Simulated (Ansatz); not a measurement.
The system is PbO (Litharge).

```
CELL_PARAMETERS angstrom
3.99000 0.00000 0.00000
0.00000 3.99000 0.00000
0.00000 0.00000 5.01000
ATOMIC_POSITIONS crystal
Pb 0.50000 0.00000 0.76000
Pb 0.00000 0.50000 0.24000
O 0.50000 0.50000 0.00000
O 0.00000 0.00000 0.00000
```

| Quantity | Value |
| --- | --- |
| Program | Ansatz 0.2.0 |
| Task | single point |
| Functional | PBEsol |
| Potentials or basis | all-electron LAPW, scalar-relativistic |
| Cutoff | 318 eV (chosen from the basis error) |
| Basis error allowed | 0.001 eV/atom |
| k mesh | 7 × 7 × 6 |
| Occupations | fermi-dirac, width 0.05 eV |
| Spin | no spin polarisation |

On this cell: pressure -0.9 GPa; largest force 0.326 eV/Å; band gap on the k mesh 1.36 eV, indirect (least direct gap 2.30 eV).

The same run follows on a disturbed copy (atoms moved at random, drawn with an rms of 0.05 Å):

```
CELL_PARAMETERS angstrom
3.99000 0.00000 0.00000
0.00000 3.99000 0.00000
0.00000 0.00000 5.01000
ATOMIC_POSITIONS crystal
Pb 0.50251 0.00029 0.76407
Pb 0.98947 0.50782 0.24743
O 0.49476 0.50656 0.99778
O 0.99373 0.01242 0.00824
```

Question: What does the disturbed cell give?

Answer: The energy moves by +4.9 meV/atom; pressure -1.2 GPa; largest force 0.561 eV/Å; band gap on the k mesh 1.31 eV, indirect (least direct gap 2.25 eV).

Forces on the atoms (eV/Å):
```
Pb  -0.154  0.141  0.333
Pb   0.107  0.014 -0.551
O   -0.038 -0.002  0.273
O    0.085 -0.153 -0.055
```

Stress tensor (GPa, compression positive):
```
-1.68 -0.01  0.52
-0.01 -0.34 -0.21
 0.52 -0.21 -1.65
```

Caveats: spin-orbit coupling is left out, which as a rule narrows the gap of such compounds by several tenths of an eV; an odd mesh through Γ misses points on the zone boundary, where band edges often lie.
